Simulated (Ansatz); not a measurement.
Start from `F[CH](F)[AlH][SiH3]` and change one atom or group to get `FC(F)F`.

Ansatz, PBE0-D4/def2-TZVP geometries, multiplicity 1. Each molecule was computed in one conformer, which needn't be the lowest. `F[CH](F)[AlH][SiH3]` holds a close contact that its SMILES doesn't draw: Al···F 1.99 Å.

```csv
property,`F[CH](F)[AlH][SiH3]`
HOMO–LUMO gap (PBE0/def2-TZVPP) / eV,6.38
LUMO energy (ωB97M-V/def2-TZVPP) / eV,0.37
size of the dipole moment (PBE/def2-TZVPP) / D,1.08
LUMO energy (PBE/def2-TZVPP) / eV,-2.05
size of the dipole moment (B3LYP/def2-TZVPP) / D,1.17
LUMO energy (B3LYP/def2-TZVPP) / eV,-1.47
```

(1) What does the change do to each property? (Estimate.)

Answers

(1) The calculation gave: 
```
                                        property  `FC(F)F`  shift
            HOMO–LUMO gap (PBE0/def2-TZVPP) / eV     13.31   6.93
           LUMO energy (ωB97M-V/def2-TZVPP) / eV      3.45   3.08
  size of the dipole moment (PBE/def2-TZVPP) / D      1.43   0.35
               LUMO energy (PBE/def2-TZVPP) / eV      1.14   3.19
size of the dipole moment (B3LYP/def2-TZVPP) / D      1.57   0.40
             LUMO energy (B3LYP/def2-TZVPP) / eV      1.53   3.00
```

With PBE0 the HOMO falls by 3.68 eV and the LUMO rises by 3.24 eV, so the gap widens by about 6.92 eV. PBE moves the HOMO by -2.96 eV and ωB97M-V by -4.11 eV. Dipoles are sizes alone; their direction can turn.

B3LYP here is the variant with VWN-RPA as its local correlation; programs differ in this.

Positive LUMOs are unbound, so they and the gaps depend on the basis.
